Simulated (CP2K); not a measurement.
Crystal: CsI.

```
Cs I
1.0
     4.56670    0.00000    0.00000
     0.00000    4.56670    0.00000
     0.00000    0.00000    4.56670
Cs I
1 1
Direct
  0.00000 0.00000 0.00000
  0.50000 0.50000 0.50000
```

Program: CP2K 2026.2. Alike in all runs: task band structure; potentials or basis POTENTIAL_UZH Cs GTH-PBE-q9, I GTH-PBE-q7; TZVP-MOLOPT-PBE-GTH basis; no spin polarisation; cell as given; k mesh 6 × 6 × 6; smearing fermi-dirac 0.05 eV.

**Question.** Order these runs on this cell by their band gap on the k mesh, lowest first.
A. level LDA
B. level rev-vdW-DF2; cutoff of the non-local correlation (Ry) 300
C. level TASK

**Answer.** A (3.45 eV), B (3.76 eV), C (6.19 eV).

Caveats: spin-orbit coupling is left out, which moves the levels of the heavy elements; the basis of atomic orbitals isn't converged, which shifts pressures, moduli and gaps.

Runs at the PBE level aren't shown here.
